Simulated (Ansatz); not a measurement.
# In: the cost of one run

Computed with Ansatz 0.2.0 (DFT PBE, scalar-relativistic, unless a step's input says otherwise).

### 1 The structure to begin with

The structure is tetragonal, space group I4/mmm (No. 139). Conventional cell: a = 3.252 Å, b = 3.252 Å, c = 4.948 Å, α = 90.00°, β = 90.00°, γ = 90.00°. In (site symmetry 4/mmm) is surrounded by 12 In at 3.25 to 3.38 Å.

As a file:

```cif
data_structure
_symmetry_space_group_name_H-M 'P 1'
_symmetry_Int_Tables_number 1
_cell_length_a 3.3777
_cell_length_b 3.3777
_cell_length_c 3.3777
_cell_angle_alpha 122.442
_cell_angle_beta 122.442
_cell_angle_gamma 85.820
_cell_volume 26.17
loop_
_atom_site_label
_atom_site_type_symbol
_atom_site_fract_x
_atom_site_fract_y
_atom_site_fract_z
_atom_site_occupancy
In1 In 0.00000 0.00000 0.00000 1
```

### 2 After the deformation

Space group I4/mmm before, C2/m after.

### 3 All-electron LAPW

Input file input.yaml:

```yaml
crystal:
  lattice:
    - [-1.585149, 1.634628, 2.47395]
    - [1.634628, -1.585149, 2.47395]
    - [1.617672, 1.617672, -2.441427]
  atoms:
    - { symbol: In, position: [0.0, 0.0, 0.0] }
kpoints:
  mp_grid: { grid: [12, 12, 14] }
  band_path:
    path:
      - [0.0, 0.0, 0.0]
      - [0.5, 0.5, -0.5]
      - [0.7784861318, 0.2215138682, -0.5]
      - [0.2215138682, -0.2215138682, -0.5]
      - [0.0, 0.0, -0.5]
      - [0.0, 0.0, 0.0]
      - [0.5, -0.5, 0.0]
      - [0.5, 0.0, -0.5]
      - [0.0, 0.0, 0.0]
    npoints: 5
scf:
  occupations: { method: fermi_dirac, width: 0.05 }
hamiltonian:
  xc: pbe
  pseudopotentials: { kind: all_electron, lapw: { basis_error: 0.001 } }
output:
  forces: true
  stress: true
  eigenvalues: true
```

On the command line:

```bash
$ ansatz run input.yaml --threads 1 --pin off --max-ram 3072MiB --backend cpu --events-out ev --progress --plain --runs-dir out
```

Q: Estimate wall time and peak memory on 1 thread of Arm Neoverse V1, shared host.

About 40 s, with a peak of 0.56 GiB.
